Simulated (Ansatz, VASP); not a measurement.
Given: the input of a run of Ansatz 0.2.0 on CuO.

File input.yaml:

```yaml
crystal:
  lattice:
    - [0.0, 2.32725273, 2.32725273]
    - [2.32725273, 0.0, 2.32725273]
    - [2.32725273, 2.32725273, 0.0]
  atoms:
    - { symbol: Cu, position: [0.0, 0.0, 0.0] }
    - { symbol: O, position: [0.25, 0.25, 0.25] }
hamiltonian:
  xc: pbe
  pseudopotentials: { kind: paw }
kpoints:
  mp_grid: { grid: [13, 13, 13] }
scf:
  occupations: { method: fermi_dirac, width: 0.05 }
output:
  forces: true
  stress: true
  eigenvalues: true
```

Potentials or basis: Ansatz PAW.

The run is started by

```console
$ ansatz run input.yaml --threads 2 --pin off --max-ram 5632MiB --backend cpu --events-out ev --progress --plain --runs-dir out
```

Problem. Set up the same calculation for VASP 6.6.1. Potentials there: VASP PAW PBE potentials, release 64 (Cu, O).

Solution. As run (the cutoff follows the program's own potentials):

Contents of INCAR:

```
SYSTEM = CuO
PREC     = Accurate       ! precision mode
ENCUT    = 520            ! plane-wave cutoff, eV
EDIFF    = 1E-6           ! SCF threshold, eV
ISMEAR   = -1             ! smearing method
SIGMA    = 0.05           ! smearing width, eV
LREAL    = .FALSE.        ! projectors in reciprocal space
LASPH    = .TRUE.         ! aspherical terms in the spheres
NELM     = 100            ! most SCF steps
ALGO     = Normal         ! electronic algorithm
ISIF     = 2              ! what is computed and relaxed
LWAVE    = .FALSE.        ! write WAVECAR
LCHARG   = .TRUE.         ! write CHGCAR
GGA      = PE             ! functional
LELF     = .TRUE.         ! ELF
LVHAR    = .TRUE.       
NBANDS   = 16             ! bands
```

The input KPOINTS:

```
regular mesh
0
G
  13 13 13
  0 0 0
```

File POSCAR:

```
CuO
1.0
    0.0000000000      2.3272527300      2.3272527300
    2.3272527300      0.0000000000      2.3272527300
    2.3272527300      2.3272527300      0.0000000000
Cu O
1 1
Direct
    0.0000000000      0.0000000000      0.0000000000
    0.2500000000      0.2500000000      0.2500000000
```

Potentials or basis: VASP PAW PBE potentials, release 64 (Cu, O).

Command:

```console
$ cat potpaw_PBE.64/Cu/POTCAR potpaw_PBE.64/O/POTCAR > POTCAR
$ mpirun -np 1 vasp_std > vasp.out
```

Both were run:

|  | VASP | Ansatz | Ansatz less VASP |
| --- | --- | --- | --- |
| gap on the k mesh at the Fermi level (eV) | none | none | - |
| pressure (GPa) | -9.0 | -9.6 | -0.59 |

A gap of «none» marks a metal or a gap that the smearing closes. The functional is the same, so the differences come from potentials, cutoffs and numerics. The two sets of potentials don't hold the same shells in valence.

Caveats: an odd number of electrons without spin polarisation forces a metal; a magnetic or distorted state may lie lower; the run has no spin polarisation, though such a crystal can be magnetic; semilocal functionals often make such compounds metallic where correlation or magnetic order opens a gap, which also shifts bond lengths; the pressure holds a Pulay correction of +0.6 GPa for the finite cutoff (Ansatz).
